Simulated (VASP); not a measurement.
Input of a VASP 6.6.1 run:

Contents of INCAR:

```
SYSTEM = Rh
ALGO     = Normal         ! electronic algorithm
EDIFF    = 1E-6           ! SCF threshold, eV
EDIFFG   = -0.01          ! ionic threshold
ENCUT    = 600            ! plane-wave cutoff, eV
GGA      = PE             ! functional
IBRION   = 2              ! ionic algorithm
ISIF     = 3              ! what is computed and relaxed
ISMEAR   = 1              ! smearing method
IVDW     = 12             ! dispersion correction
LASPH    = .TRUE.         ! aspherical terms in the spheres
LCHARG   = .FALSE.        ! write CHGCAR
LREAL    = .FALSE.        ! projectors in reciprocal space
LWAVE    = .FALSE.        ! write WAVECAR
NELM     = 80             ! most SCF steps
NSW      = 90             ! ionic steps
PREC     = Accurate       ! precision mode
SIGMA    = 0.1            ! smearing width, eV
```

File KPOINTS:

```
k-points
0
G
  16 16 16
  0 0 0
```

Contents of POSCAR:

```
Rh
1.0
    0.0000000000      1.8978500000      1.8978500000
    1.8978500000      0.0000000000      1.8978500000
    1.8978500000      1.8978500000      0.0000000000
Rh
1
Direct
    0.0000000000      0.0000000000      0.0000000000
```

Potentials or basis: VASP PAW PBE potentials, release 64 (Rh_pv).

The run is started by

```sh
$ cat potpaw_PBE.64/Rh_pv/POTCAR > POTCAR
$ mpirun -np 1 vasp_std > vasp.out
```

Question: Estimate the relaxed cell.

Answer: a = 2.682 Å, b = 2.682 Å, c = 2.682 Å, α = 60.00°, β = 60.00°, γ = 60.00°.

Question: What does it give for the dispersion energy per atom?

Answer: -0.652 eV.

Final structure:
```cif
data_structure
_symmetry_space_group_name_H-M 'P 1'
_symmetry_Int_Tables_number 1
_cell_length_a 2.6822
_cell_length_b 2.6822
_cell_length_c 2.6822
_cell_angle_alpha 60.000
_cell_angle_beta 60.000
_cell_angle_gamma 60.000
_cell_volume 13.64
loop_
_atom_site_label
_atom_site_type_symbol
_atom_site_fract_x
_atom_site_fract_y
_atom_site_fract_z
_atom_site_occupancy
Rh1 Rh 0.00000 0.00000 0.00000 1
```
